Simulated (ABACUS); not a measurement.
# Hf under changes of volume

One of the cells (21.882 Å³/atom); the others are scaled copies at fixed shape and fractional positions:

```
Hf
1.0
     0.00000    2.22000    2.22000
     2.22000    0.00000    2.22000
     2.22000    2.22000    0.00000
Hf
1
Direct
  0.00000 0.00000 0.00000
```

This isn't the form of Hf at room conditions, which is hcp.

```yaml
Program: ABACUS 3.10.1
Functional: PBE
Potentials_or_basis: PseudoDojo NC SR 0.4.1 PBE standard
Cutoff: 1361 eV
Density_cutoff: 5442 eV
Basis: DZP LCAO (the cutoffs set its grid)
k_mesh: 10 × 10 × 10
Occupations: fermi-dirac, width 0.05 eV
Spin: no spin polarisation
```

```tsv
volume (Å³/atom)	energy over the lowest point (meV/atom)	pressure (GPa)
20.569	65.08	11.6
21.007	37.64	8.6
21.444	18.16	5.9
21.882	5.87	3.4
22.320	?	?
22.757	0.00	-0.9
23.195	5.28	-2.7
```

**Question.** What does the run at 22.320 Å³/atom give?

**Answer.** Energy over the lowest point 0.02 meV/atom; pressure 1.2 GPa.

Worked out: A Birch-Murnaghan fit of order 3 (a polynomial in V^(-2/3)) to the other rows has its minimum at 22.54 Å³/atom with B0 = V·E''(V) = 105 GPa and B' = 4.2. It gives 0.01 meV/atom at 22.320 Å³/atom, against the run's 0.02, and -dE/dV = 1.0 GPa, against 1.2.

Energies are extrapolated to zero smearing.

Caveats: the atomic orbitals were generated for these runs and aren't a published set; the basis of atomic orbitals isn't converged, which shifts pressures, moduli and gaps.
